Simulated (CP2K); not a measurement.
## AlN in CP2K: the effect of functional

The system is AlN.

```
Al N
1.0
     3.08863    0.00000    0.00000
     1.54432    2.67483    0.00000
     1.54432    0.89161    2.52186
Al N
1 1
Direct
  0.00000 0.00000 0.00000
  0.25000 0.25000 0.25000
```

Measurements of this composition are mostly on another form, of space group No. 186.

Alike in all runs:

| Item | Value |
| --- | --- |
| Program | CP2K 2026.2 |
| Task | band structure |
| Potentials or basis | POTENTIAL_UZH Al GTH-PBE-q3, N GTH-PBE-q5; TZVP-MOLOPT-PBE-GTH basis |
| Density cutoff | 9184 eV |
| k mesh | 10 × 10 × 10 |
| Occupations | fermi-dirac, width 0.05 eV |
| Spin | no spin polarisation |

Problem. One run gave: gap on the mesh 3.77 eV; pressure -0.6 GPa. Which functional did it use?
A. vdW-DF2
B. AM05
C. LDA
D. vdW-DF-cx
E. MS2

Solution. E.

```csv
functional,gap on the mesh (eV),pressure (GPa)
LDA,3.16,3.5
AM05,3.15,3.5
vdW-DF2,3.91,5.7
vdW-DF-cx,3.31,2.8
MS2,3.77,-0.6
```

Caveats: the potentials were made for another functional, which shifts forces and pressure; the basis of atomic orbitals isn't converged, which shifts pressures, moduli and gaps.

Runs at the PBE level aren't shown here.
